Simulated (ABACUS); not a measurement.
Crystal: GaN.

```
Ga N
1.0
     3.18000    0.00000    0.00000
    -1.59000    2.75396    0.00000
     0.00000    0.00000    5.16600
Ga N
2 2
Direct
  0.66667 0.33333 0.50000
  0.33333 0.66667 0.00000
  0.66667 0.33333 0.87500
  0.33333 0.66667 0.37500
```

Base run:

```yaml
Program: ABACUS 3.10.1
Functional: rSCAN
Potentials_or_basis: SG15 ONCV 1.2 PBE
Cutoff: 1320 eV
Density_cutoff: 5279 eV
Basis: plane waves
k_mesh: 6 × 6 × 3
Occupations: fermi-dirac, width 0.05 eV
Spin: no spin polarisation
```

Its results: band gap on the k mesh 2.13 eV, direct; pressure -1.8 GPa; largest force 0.132 eV/Å.

Question: The run is repeated on the same cell with these changes: functional from rSCAN to r2SCAN. What comes out?

Answer: Band gap on the k mesh 2.12 eV, direct; pressure -1.2 GPa; largest force 0.121 eV/Å.

Caveats: the potentials were made for another functional, which shifts forces and pressure; an odd mesh through Γ misses points on the zone boundary, where band edges often lie.

Not every run made on this cell is shown here.
